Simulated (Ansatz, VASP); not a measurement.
## Two plane-wave programs on CdIn2O4

INCAR

```
SYSTEM = CdIn2O4
PREC     = Accurate       ! precision mode
ENCUT    = 520            ! plane-wave cutoff, eV
EDIFF    = 1E-7           ! SCF threshold, eV
ISMEAR   = 0              ! smearing method
SIGMA    = 0.1            ! smearing width, eV
LREAL    = .FALSE.        ! projectors in reciprocal space
LASPH    = .TRUE.         ! aspherical terms in the spheres
NELM     = 100            ! most SCF steps
ALGO     = Normal         ! electronic algorithm
ISIF     = 2              ! what is computed and relaxed
LWAVE    = .FALSE.        ! write WAVECAR
LCHARG   = .FALSE.        ! write CHGCAR
GGA      = PE             ! functional
NBANDS   = 75             ! bands
```

Contents of KPOINTS:

```
regular mesh
0
G
  4 4 4
  0 0 0
```

Contents of POSCAR:

```
CdIn2O4
1.0
    0.0000000000      4.6110186600      4.6110186600
    4.6110186600      0.0000000000      4.6110186600
    4.6110186600      4.6110186600      0.0000000000
Cd In O
2 4 8
Direct
    0.2500000000      0.2500000000      0.2500000000
    0.0000000000      0.0000000000      0.0000000000
    0.1250000000      0.6250000000      0.6250000000
    0.6250000000      0.6250000000      0.6250000000
    0.6250000000      0.1250000000      0.6250000000
    0.6250000000      0.6250000000      0.1250000000
    0.8617458900      0.8617458900      0.8617458900
    0.8352377400      0.3882540800      0.3882540800
    0.3882540800      0.3882540800      0.8352377400
    0.3882540800      0.8352377400      0.3882540800
    0.8617458900      0.8617458900      0.4147622600
    0.8617458900      0.4147622600      0.8617458900
    0.3882540800      0.3882540800      0.3882540800
    0.4147622600      0.8617458900      0.8617458900
```

Input for Ansatz:

```yaml
crystal:
  lattice:
    - [0.0, 4.611019, 4.611019]
    - [4.611019, 0.0, 4.611019]
    - [4.611019, 4.611019, 0.0]
  atoms:
    - { symbol: Cd, position: [0.25, 0.25, 0.25] }
    - { symbol: Cd, position: [0.0, 0.0, 0.0] }
    - { symbol: In, position: [0.125, 0.625, 0.625] }
    - { symbol: In, position: [0.625, 0.625, 0.625] }
    - { symbol: In, position: [0.625, 0.125, 0.625] }
    - { symbol: In, position: [0.625, 0.625, 0.125] }
    - { symbol: O, position: [0.861746, 0.861746, 0.861746] }
    - { symbol: O, position: [0.835238, 0.388254, 0.388254] }
    - { symbol: O, position: [0.388254, 0.388254, 0.835238] }
    - { symbol: O, position: [0.388254, 0.835238, 0.388254] }
    - { symbol: O, position: [0.861746, 0.861746, 0.414762] }
    - { symbol: O, position: [0.861746, 0.414762, 0.861746] }
    - { symbol: O, position: [0.388254, 0.388254, 0.388254] }
    - { symbol: O, position: [0.414762, 0.861746, 0.861746] }
basis:
  ecutwfc: 420
kpoints:
  mp_grid: { grid: [4, 4, 4] }
hamiltonian:
  xc: pbe
scf:
  occupations: { method: gaussian, width: 0.1 }
output:
  forces: true
  stress: true
  eigenvalues: true
```

The cell comes from a database or a generator and needn't be the stable form of this composition.

Alike in both runs: task single point; functional PBE; k mesh 4 × 4 × 4; occupations gaussian, width 0.1 eV; no spin polarisation.

```csv
,VASP,Ansatz
version,VASP 6.6.1,Ansatz 0.2.0
potentials or method,"VASP PAW PBE potentials, release 64 (Cd, In_d, O)","scalar-relativistic, plane waves, PAW"
plane-wave cutoff (eV),520,420
valence electrons in the cell,124,140
```

|  | VASP | Ansatz | Ansatz less VASP |
| --- | --- | --- | --- |
| gap on the k mesh at the Fermi level (eV) | 1.03 | 1.04 | +0.007 |
| least direct gap on the mesh (eV) | 1.10 | 1.10 | +0.005 |
| pressure (GPa) | 5.1 | 4.4 | -0.70 |
| rms of the force components (eV/Å) | 0.074 | 0.089 | +0.0148 |

Atom by atom the forces differ by 0.015 eV/Å (rms over components). The two sets of potentials don't hold the same shells in valence.

Caveats: spin-orbit coupling is left out, which moves the levels of the heavy elements. A k mesh can miss the band edges. PBE gaps usually lie below the measured ones, often by a third to a half.
